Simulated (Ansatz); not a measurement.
Crystal: FeO.

```xyz
2
Lattice="1.5177 0.8762 2.5158 -1.5177 0.8762 2.5158 0.0000 -1.7525 2.5158" Properties=species:S:1:pos:R:3 pbc="T T T"
Fe    0.0000    0.0000    0.0000
O     0.0000    0.0000    3.7737
```

```yaml
Program: Ansatz 0.2.0
Task: single point
Functional: PBE
Potentials_or_basis: Ansatz PAW
Cutoff: "420 eV (not typed: the program's choice for these potentials)"
k_mesh: 11 × 11 × 11
Occupations: fermi-dirac, width 0.05 eV
Spin: collinear spin, ferromagnetic start
Starting_moments: "[3.0, 0.0] μB"
```

On this cell: pressure -0.6 GPa; largest force under 0.003 eV/Å; net moment 4.00 μB per cell; site moments Fe +3.45; O +0.32 μB; band gap on the k mesh none (metal or under the smearing width).

The same run follows on a disturbed copy (atoms moved at random, drawn with an rms of 0.05 Å):

```
CELL_PARAMETERS angstrom
1.51768 0.87623 2.51579
-1.51768 0.87623 2.51579
0.00000 -1.75247 2.51579
ATOMIC_POSITIONS crystal
Fe 0.98319 0.00612 0.00369
O 0.49292 0.49212 0.50564
```

Problem. What changes?

Solution. The energy (extrapolated to zero smearing) moves by +1.0 meV/atom; pressure -0.5 GPa; largest force 0.104 eV/Å; net moment 4.00 μB per cell; site moments Fe +3.44; O +0.32 μB; band gap on the k mesh none (metal or under the smearing width).

Forces in eV/Å, atoms in the order of the input:
```
Fe   0.100 -0.020 -0.017
O   -0.100  0.020  0.017
```

Stress tensor (GPa, compression positive):
```
-0.24  0.02  0.01
 0.02 -0.28 -0.09
 0.01 -0.09 -1.10
```

Caveats: a cell with one magnetic atom can't hold antiferromagnetic order, which such compounds often take; semilocal functionals often make such compounds metallic where correlation or magnetic order opens a gap, which also shifts bond lengths.
